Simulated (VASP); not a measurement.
**Input and output of a VASP PBE single-point calculation on SrTiO$_{3}$ (strained cubic perovskite)**

INCAR

```
LWAVE = .FALSE.
NSW = 0
LREAL = .FALSE.
SIGMA = 0.02
ISMEAR = -1
ISIF = 2
IBRION = -1
ENCUT = 520
GGA = PE
EDIFF = 1E-7
NELM = 120
PREC = Accurate
NBANDS = 28
LASPH = .TRUE.
LCHARG = .FALSE.
```

KPOINTS

```
KPOINTS created by Atomic Simulation Environment
0
Gamma
6 6 6
0 0 0
```

KPOINTS_OPT

```
special points
4
Reciprocal
0.0000000000 0.0000000000 0.0000000000 1
0.0000000000 0.5000000000 0.0000000000 1
0.5000000000 0.5000000000 0.0000000000 1
0.5000000000 0.5000000000 0.5000000000 1
```

POSCAR

```
Sr Ti O
 1.0000000000000000
     3.7505774414999999    0.0000000000000000    0.0000000000000000
     0.0000000000000000    3.7505774414999999    0.0000000000000000
     0.0000000000000000    0.0000000000000000    4.0148913647000004
 Sr  Ti  O
   1   1   3
Cartesian
  0.0000000000000000  0.0000000000000000  0.0000000000000000
  1.8752887207500004  1.8752887207500004  2.0074456823500002
  1.8752887207500004  1.8752887207500004  0.0000000000000000
  1.8752887207500004  0.0000000000000000  2.0074456823500002
  0.0000000000000000  1.8752887207500004  2.0074456823500002
```

VASP ran with the recommended PBE PAW datasets (40 valence electrons in the cell).

Command

```
mpirun -np 1 vasp_std
```

From OUTCAR

```
k-points           NKPTS =     40   k-points in BZ     NKDIM =     40   number of bands    NBANDS=     28

   NELECT =      40.0000    total number of electrons

   dimension x,y,z NGX =    28 NGY =   28 NGZ =   30
   dimension x,y,z NGXF=    56 NGYF=   56 NGZF=   60

  energy-cutoff  :      520.00
  volume of cell :       56.48
      direct lattice vectors                 reciprocal lattice vectors
     3.750577441  0.000000000  0.000000000     0.266625610  0.000000000  0.000000000
     0.000000000  3.750577441  0.000000000     0.000000000  0.266625610  0.000000000
     0.000000000  0.000000000  4.014891365     0.000000000  0.000000000  0.249072742

 k-points in reciprocal lattice and weights: KPOINTS created by Atomic Simulation Env
   0.00000000  0.00000000  0.00000000       0.005
   0.16666667  0.00000000  0.00000000       0.019
   0.33333333  0.00000000  0.00000000       0.019
   0.50000000  0.00000000  0.00000000       0.009
   0.16666667  0.16666667  0.00000000       0.019
   0.33333333  0.16666667  0.00000000       0.037
   0.50000000  0.16666667  0.00000000       0.019
   0.33333333  0.33333333  0.00000000       0.019
   ...

 E-fermi :   5.3415

 k-point     1 :       0.0000    0.0000    0.0000
  band No.  band energies     occupation
      1     -51.6160      2.00000
      2     -28.0184      2.00000
      3     -27.9301      2.00000
      4     -27.9301      2.00000
      5     -27.8638      2.00000
      6     -13.0789      2.00000
      7     -12.1455      2.00000
      8     -11.8094      2.00000
      9     -10.1001      2.00000
     10      -9.9893      2.00000
     11      -9.9893      2.00000
     12       1.5116      2.00000
     13       1.8709      2.00000
     14       1.8709      2.00000
     15       3.1995      2.00000
     16       3.4516      2.00000
     17       3.4516      2.00000
     18       4.2330      2.00000
     19       4.3269      2.00000
     20       4.3269      2.00000
     21       6.5323      0.00000
     22       6.5323      0.00000
     23       6.6564      0.00000
     24       8.9494      0.00000
     25       9.5053      0.00000
     26       9.8920      0.00000
     27      10.4019      0.00000
     28      11.3853      0.00000

 k-point     2 :       0.1667    0.0000    0.0000
  band No.  band energies     occupation
      1     -51.6153      2.00000
      2     -28.0588      2.00000
      3     -27.9288      2.00000
      4     -27.9104      2.00000
      5     -27.8624      2.00000
      6     -13.0515      2.00000
      7     -12.0911      2.00000
      8     -11.8672      2.00000
      9     -10.0829      2.00000
     10      -9.9710      2.00000
     11      -9.7797      2.00000
     12       1.4136      2.00000
     13       1.4697      2.00000
     14       1.8373      2.00000
     15       2.7944      2.00000
     16       3.0349      2.00000
     17       3.1488      2.00000
     18       3.5104      2.00000
     19       4.0760      2.00000
     20       4.1446      2.00000
     21       6.5869      0.00000
     22       7.2406      0.00000
     23       7.3369      0.00000
     24       9.0464      0.00000
     25      10.1496      0.00000
     26      10.5099      0.00000
     27      10.9450      0.00000
     28      12.0799      0.00000

 k-point     3 :       0.3333    0.0000    0.0000
  band No.  band energies     occupation
      1     -51.6138      2.00000
      2     -28.1266      2.00000
      3     -27.9262      2.00000
      4     -27.8830      2.00000
      5     -27.8597      2.00000
      6     -13.1570      2.00000
      7     -11.9008      2.00000
      8     -11.7898      2.00000
      9     -10.0480      2.00000
     10      -9.9339      2.00000
     11      -9.4398      2.00000
     12       0.4034      2.00000
     13       1.4049      2.00000
     14       1.7979      2.00000
     15       2.1265      2.00000
     16       2.3484      2.00000
     17       2.4407      2.00000
     18       2.6605      2.00000
     19       3.9254      2.00000
     20       3.9269      2.00000
     21       6.7014      0.00000
     22       8.3853      0.00000
     23       8.4332      0.00000
     24       9.1040      0.00000
     25      11.3742      0.00000
     26      11.6246      0.00000
     27      12.0359      0.00000
     28      12.8543      0.00000

 k-point     4 :       0.5000    0.0000    0.0000
  band No.  band energies     occupation
      1     -51.6131      2.00000
      2     -28.1582      2.00000
      3     -27.9249      2.00000
      4     -27.8712      2.00000
      5     -27.8584      2.00000
      6     -13.2491      2.00000
      7     -11.8995      2.00000
      8     -11.5705      2.00000
      9     -10.0303      2.00000
     10      -9.9151      2.00000
     11      -9.2964      2.00000
     12      -0.1355      2.00000
     13       1.4021      2.00000
     14       1.8169      2.00000
     15       1.9016      2.00000
     16       1.9352      2.00000
     17       2.0721      2.00000
     18       2.4348      2.00000
     19       3.8442      2.00000
     20       3.8741      2.00000
     21       6.7615      0.00000
     22       8.9110      0.00000
     23       8.9324      0.00000
     24       9.1197      0.00000
     25      11.9404      0.00000
     26      12.2453      0.00000
     27      12.6013      0.00000
     28      12.7395      0.00000

 k-point     5 :       0.1667    0.1667    0.0000
  band No.  band energies     occupation
      1     -51.6145      2.00000
      2     -28.0677      2.00000
      3     -27.9594      2.00000
      4     -27.8910      2.00000
      5     -27.8611      2.00000
      6     -12.9673      2.00000
      7     -12.0997      2.00000
      8     -11.8611      2.00000
      9     -10.0647      2.00000
     10      -9.9410      2.00000
     11      -9.6764      2.00000
     12       1.1450      2.00000
     13       1.4296      2.00000
     14       1.5792      2.00000
     15       2.2816      2.00000
     16       2.5064      2.00000
     17       3.2811      2.00000
     18       3.4573      2.00000
     19       3.7771      2.00000
     20       3.8228      2.00000
     21       7.1958      0.00000
     22       7.3515      0.00000
     23       7.6680      0.00000
     24       9.2981      0.00000
     25      10.7168      0.00000
     26      11.0950      0.00000
     27      11.3610      0.00000
     28      12.4549      0.00000

 k-point     6 :       0.3333    0.1667    0.0000
  band No.  band energies     occupation
      1     -51.6131      2.00000
      2     -28.1101      2.00000
      3     -27.9639      2.00000
      4     -27.8834      2.00000
      5     -27.8585      2.00000
      6     -12.9785      2.00000
      7     -11.9201      2.00000
      8     -11.7947      2.00000
      9     -10.0279      2.00000
     10      -9.8900      2.00000
     11      -9.5008      2.00000
     12       0.3570      2.00000
     13       1.0146      2.00000
     14       1.3668      2.00000
     15       1.6862      2.00000
     16       1.9511      2.00000
     17       2.7271      2.00000
     18       3.3697      2.00000
     19       3.5798      2.00000
     20       3.6069      2.00000
     21       7.3424      0.00000
     22       8.4005      0.00000
     23       8.5000      0.00000
     24       9.4643      0.00000
     25      11.9278      0.00000
     26      12.1408      0.00000
     27      12.3042      0.00000
     28      13.1608      0.00000

 k-point     7 :       0.5000    0.1667    0.0000
  band No.  band energies     occupation
      1     -51.6123      2.00000
      2     -28.1371      2.00000
      3     -27.9558      2.00000
      4     -27.8838      2.00000
      5     -27.8571      2.00000
      6     -13.0451      2.00000
      7     -11.8151      2.00000
      8     -11.6826      2.00000
      9     -10.0092      2.00000
     10      -9.8630      2.00000
     11      -9.4277      2.00000
     12      -0.1408      2.00000
     13       0.6968      2.00000
     14       1.3702      2.00000
     15       1.5941      2.00000
     16       1.6645      2.00000
     17       2.5531      2.00000
     18       3.3314      2.00000
     19       3.4582      2.00000
     20       3.5063      2.00000
     21       7.3865      0.00000
     22       8.9136      0.00000
     23       8.9627      0.00000
     24       9.5022      0.00000
     25      12.5177      0.00000
     26      12.6569      0.00000
     27      12.9216      0.00000
     28      13.0772      0.00000

 ...

  Total        8.5532942      8.5532942      1.6820028      0.0000000      0.0000000      0.0000000
  in kB      242.6464377    242.6464377     47.7163509      0.0000000      0.0000000      0.0000000
  external PRESSURE =     177.6697421 kB  Pullay stress =       0.0000000 kB

 POSITION                                       TOTAL-FORCE (eV/Angst)
 -----------------------------------------------------------------------------------
      0.00000      0.00000      0.00000         0.000000      0.000000      0.000000
      1.87529      1.87529      2.00745         0.000000      0.000000      0.000000
      1.87529      1.87529      0.00000         0.000000      0.000000      0.000000
      1.87529      0.00000      2.00745         0.000000      0.000000      0.000000
      0.00000      1.87529      2.00745         0.000000      0.000000      0.000000
 -----------------------------------------------------------------------------------
    total drift:                                0.000000      0.000000      0.000000

  FREE ENERGIE OF THE ION-ELECTRON SYSTEM (eV)
  ---------------------------------------------------
  free  energy   TOTEN  =       -39.7138224057 eV

  energy  without entropy=      -39.7138224057  energy(sigma->0) =      -39.71382241
```

The gap between bands v and c is 1.80 eV. The least direct gap is 2.21 eV and the pressure is 17.8 GPa.

Band v is the last that the valence electrons fill when counted band by band, and c is the next.

The run took about 52 s on one core of a shared host (Intel Xeon Platinum 8488C) and held 0.23 GiB at most.
